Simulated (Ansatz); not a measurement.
Relax this structure to zero stress and force, keeping its symmetry:

Space group Pnnm (No. 58). a = 4.759 Å, b = 4.759 Å, c = 3.200 Å, α = 90.00°, β = 90.00°, γ = 90.00°
| atom | site | symmetry | x | y | z |
| --- | --- | --- | --- | --- | --- |
| Sn | 2a | ..2/m | 0.5000 | 0.5000 | 0.5000 |
| O | 4g | ..m | 0.3046 | 0.3066 | 0.0000 |

Computed with DFT r2SCAN, scalar-relativistic, plane waves, PAW in Ansatz 0.2.0.

Cutoff 500 eV; k points 6×6×8 on the computed 6-atom cell (Γ-centred); Gaussian smearing, width 0.02 eV; no spin polarisation.

What does it relax to?

The volume goes up by 0.01 Å³/atom to 12.09 Å³/atom, and the energy changes by under 0.1 meV/atom. Final structure:
```xyz
6
Lattice="4.7598 0.0000 0.0000 0.0000 4.7601 0.0000 0.0000 0.0000 3.2007" Properties=species:S:1:pos:R:3 pbc="T T T"
Sn    2.3799    2.3800    1.6004
Sn    0.0000    0.0000    0.0000
O     1.4558    1.4564    0.0000
O     3.8358    0.9237    1.6004
O     0.9241    3.8364    1.6004
O     3.3040    3.3037    0.0000
```

Course of the relaxation (steps run on the plane waves of an earlier cell, and the basis is chosen afresh near the end, so energy and pressure can step there; trial steps that raised the energy were taken back; energies are free energies):

```tsv
step	largest force component (eV/Å)	P (GPa)	V (Å³/atom)
1	0.039	0.03	12.08
2	0.005	0.01	12.08
3	0.006	0.00	12.08
4	0.004	0.00	12.09
5	0.000	0.00	12.09
6	0.000	0.00	12.09
```